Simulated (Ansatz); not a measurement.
## BeS (F-43m): G0W0 and the choice of datasets

```
CELL_PARAMETERS angstrom
0.00000 2.41000 2.41000
2.41000 0.00000 2.41000
2.41000 2.41000 0.00000
ATOMIC_POSITIONS crystal
Be 0.00000 0.00000 0.00000
S 0.25000 0.25000 0.25000
```

Held fixed (Ansatz):

- orbitals: PBE
- k mesh: 4×4×4
- empty bands: 180
- response cutoff: 200 eV
- frequencies: plasmon pole, fitted at 0 and 19.85i eV
- q → 0 term: analytic weight of Carrier, Rohra and Görling
- band sums: cut at the band count

The gap is read from Γ to k = (0, -0.5, -0.5), linearised, between the Kohn-Sham band edges among the points solved. The direct gap is read between the top filled and lowest empty Kohn-Sham band at Γ. ε∞ is the electronic dielectric constant on this mesh.

| datasets, wave cutoff | KS gap (eV) | G0W0 gap (eV) | direct at Γ (eV) | ε∞ |
| --- | --- | --- | --- | --- |
| all-electron, 3300 eV | 3.06 | 4.34 | 7.31 | 5.8 |
| hard PAW, 700 eV | 3.05 | 4.32 | 7.29 | 5.8 |
| hand-made PAW, accurate, 1007 eV | 3.06 | 4.32 | 7.29 | 5.8 |
| hand-made PAW, 960 eV | 3.06 | 4.32 | 7.29 | 5.8 |
| JTH PAW, 700 eV | 3.05 | 4.49 | 7.49 | 5.8 |
| soft PAW (1st gen.), 420 eV | 3.06 | 4.35 | 7.35 | 5.8 |
| norm-conserving, 1800 eV | 3.06 | 4.53 | 7.51 | 5.8 |

Farthest from all-electron, 3300 eV in the G0W0 gap: norm-conserving, 1800 eV (+0.19 eV). The nearest differs by 0.014 eV.

The cell is a model at fixed atoms and needn't be the relaxed known crystal. Soft PAW datasets can miss an all-electron G0W0 gap by more than 5 %. With norm-conserving pseudopotentials the core–valence exchange is only approximate, which can shift gaps by tenths of an eV and RPA lattice constants by most of a per cent. Points k are given in fractions of the reciprocal vectors. The mesh is coarse, so these are values at the stated settings, not converged ones. Band sums or response are cut, so the gap isn't at its basis limit. The gap is read on the mesh, and the crystal's band edges can lie off it. Meshes this coarse can overestimate the dielectric constant by a tenth and more.
